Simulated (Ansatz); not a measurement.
An input for Ansatz 0.2.0 (In2Se3 (layers cut from the bulk crystal)):

```yaml
crystal:
  lattice:
    - [3.9010316537, 0.0005764493, 0.0]
    - [-1.9515920352, 3.3786674895, 0.0]
    - [0.0, 0.0, 36.0]
  atoms:
    - { symbol: Se, position: [0.3357286195, 0.6691266763, 0.4114452661] }
    - { symbol: In, position: [0.6689993375, 0.3357468449, 0.4490245448] }
    - { symbol: Se, position: [0.002670878, 0.002662688, 0.5] }
    - { symbol: In, position: [0.3363424185, 0.6695785311, 0.5509754552] }
    - { symbol: Se, position: [0.6696131365, 0.3361986997, 0.5885547339] }
  periodic: [true, true, false]
kpoints:
  mp_grid: { grid: [6, 6, 1] }
  band_path:
    path:
      - [0.0, 0.0, 0.0]
      - [0.5, 0.0, 0.0]
      - [0.3333333333, 0.3333333333, 0.0]
      - [0.1, 0.0, 0.0]
    npoints: 1
hamiltonian:
  xc: pbesol
  pseudopotentials: { kind: paw_fr, azcp: { folder: soft_1 }, xc_functional: pbe }
scf:
  occupations: { method: fermi_dirac, width: 0.02 }
  n_extra_bands: 10
magnetization:
  noncollinear: true
  spin_orbit: true
output:
  eigenvalues: true
```

```sh
ansatz run input.yaml --threads 4 --pin off --max-ram 17510MiB --backend cpu --events-out ev --progress --plain --runs-dir out
```

Q: How long will it take on 4 threads of Arm Neoverse V1, shared host, and how much memory?

It took 80 s; on shared hardware allow 40 s to 2.7 min. Peak host memory was 2.8 GiB. The sizes that set the cost: 9401 plane waves a state, 20 irreducible k points and 9 SCF cycles.

[Paths, hosts, dates, memory and timing lines, banners, echoed tables and standing remarks are left out of the program output.]

[Logs are printed without paths, hosts, clocks, repeated set-up lines and the standing remarks that a program may print on its own settings, such as how far it seeks lower states.]

[Runs of the session that timed out or met a known fault of the program may be left out.]

[Cells called generated may have been cut or substituted from an entry of the Crystallography Open Database or the Materials Project.]

[Hosts, paths, dates, database ids (printed as entryN), source tags and the programs' standing remarks are cut or masked in the printed files.]
